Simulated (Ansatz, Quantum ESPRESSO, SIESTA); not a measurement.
## Mg: 5 runs at one level of theory

```
Mg
1.0
     3.17683    0.00000    0.00000
    -1.58841    2.75121    0.00000
     0.00000    0.00000   10.31886
Mg
4
Direct
  0.66667 0.33333 0.75000
  0.00000 0.00000 0.50000
  0.33333 0.66667 0.25000
  0.00000 0.00000 0.00000
```

Alike in all runs: task band structure; functional PBEsol; k mesh 10 × 10 × 3; occupations fermi-dirac, width 0.05 eV; no spin polarisation; no spin-orbit coupling. Pressure is positive in compression and, in plane waves, holds the error of the finite cutoff, which Ansatz's Pulay term estimates and takes out.

| program and potentials | plane-wave cutoff (eV) | notes | pressure (GPa) |
| --- | --- | --- | --- |
| Ansatz, Ansatz PAW | 420 | potentials made for PBE, which Ansatz adapts in part; 10 valence electrons an atom on average | 0.18 |
| SIESTA, files PseudoDojo sr-pbesol-0.4.1-standard, DZP (energy shift 0.003 Ry; two zetas on semicore shells) | - | atomic basis; 10 valence electrons an atom on average | 1.76 |
| Ansatz, all-electron LAPW, scalar-relativistic | - | - | 0.16 |
| Quantum ESPRESSO, GBRV 1.5 PBEsol | 612 | 10 valence electrons an atom on average | 0.07 |
| Ansatz, PAW datasets made for the crystal | 100 | 2 valence electrons an atom on average | 0.15 |

The pressure spans 0.07 (Quantum ESPRESSO, GBRV 1.5 PBEsol) to 1.76 GPa (SIESTA, files PseudoDojo sr-pbesol-0.4.1-standard, DZP (energy shift 0.003 Ry; two zetas on semicore shells)), with all-electron results at 0.16. The pressure on the cell as given of SIESTA, files PseudoDojo sr-pbesol-0.4.1-standard, DZP (energy shift 0.003 Ry; two zetas on semicore shells) lies far from the others; the cause wasn't traced. Rows in atomic bases carry the error of their basis and grid, which can be large.

Differences between rows come from potentials, basis sets and numerical settings, since the functional is the same but for its coding. Runs on potential files found faulty are left out.
